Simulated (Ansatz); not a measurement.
Fluorite SrF2

Calculation: PBE0 in Ansatz (PAW).

Run with plane-wave cutoff 460 eV, 8×8×8 k mesh, Fermi–Dirac smearing 0.01 eV, scalar-relativistic PAW data made under PBE.

Cell (relaxed at this level):

```yaml
crystal:
  lattice:
    - [0.00000, 2.90362, 2.90362]
    - [2.90362, 0.00000, 2.90362]
    - [2.90362, 2.90362, 0.00000]
  atoms:
    - { symbol: Sr, position: [0.00000, 0.00000, 0.00000] }
    - { symbol: F, position: [0.25000, 0.25000, 0.25000] }
    - { symbol: F, position: [0.75000, 0.75000, 0.75000] }
```

```json
{
 "bulk_modulus": "70.0 GPa",
 "band_gap": "9.74 eV (on the SCF k mesh)",
 "smallest_direct_gap_on_the_k_points_sampled": "9.84 eV",
 "pressure derivative B′ of the bulk modulus": "4.6"
}
```

Measured, for comparison: band gap 11.1 eV (temperature not stated, not corrected to a static lattice; as tabulated in Aguado et al. (1999), arXiv:cond-mat/9901145); bulk modulus 69 GPa (temperature not stated, not corrected to a static lattice; as tabulated in On the Morphology of Group II Metal Fluoride Nanocrystals at Finite Temperature …). Computed (rounded) less measured: bulk modulus +1 %. A static lattice is as a rule a little smaller and stiffer than an uncorrected measurement, which narrows the difference in the bulk modulus and would widen misses of the other sign.

Spin–orbit coupling is not included.

Computed values are for the static lattice.

Ansatz is an electronic-structure program.
